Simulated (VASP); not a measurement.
# In: kinetic-energy density

In, I4/mmm (no. 139), 1 atom in the cell. PBE; PAW potentials In_d (PBE set).

## Input

INCAR:
```
SYSTEM = In
PREC     = Accurate       ! precision mode
ENCUT    = 520            ! plane-wave cutoff, eV
EDIFF    = 1E-7           ! SCF threshold, eV
ISMEAR   = 1              ! smearing method
SIGMA    = 0.1            ! smearing width, eV
LREAL    = .False.        ! projectors in reciprocal space
LASPH    = .True.         ! aspherical terms in the spheres
ALGO     = Normal         ! electronic algorithm
NELM     = 100            ! most SCF steps
ISIF     = 2              ! what is computed and relaxed
LWAVE    = .False.        ! write WAVECAR
LCHARG   = .True.         ! write CHGCAR
LTAU     = .True.        
```

KPOINTS:
```
k-points
0
Gamma
  10 10 10
```

POSCAR:
```
In
1.0
   -1.6254700000      1.6254700000      2.4737000000
    1.6254700000     -1.6254700000      2.4737000000
    1.6254700000      1.6254700000     -2.4737000000
In
1
Direct
    0.0000000000      0.0000000000      0.0000000000
```

Commands:
```
cat potpaw_PBE.64/In_d/POTCAR > POTCAR
mpirun -np 1 vasp_std > vasp.out
```

## Result

- Kinetic energy of the pseudo orbitals (eV): 151.84

VASP 6.6.1 took 16 s on 1 core (Intel Xeon Platinum 8488C (Sapphire Rapids)), a shared host.
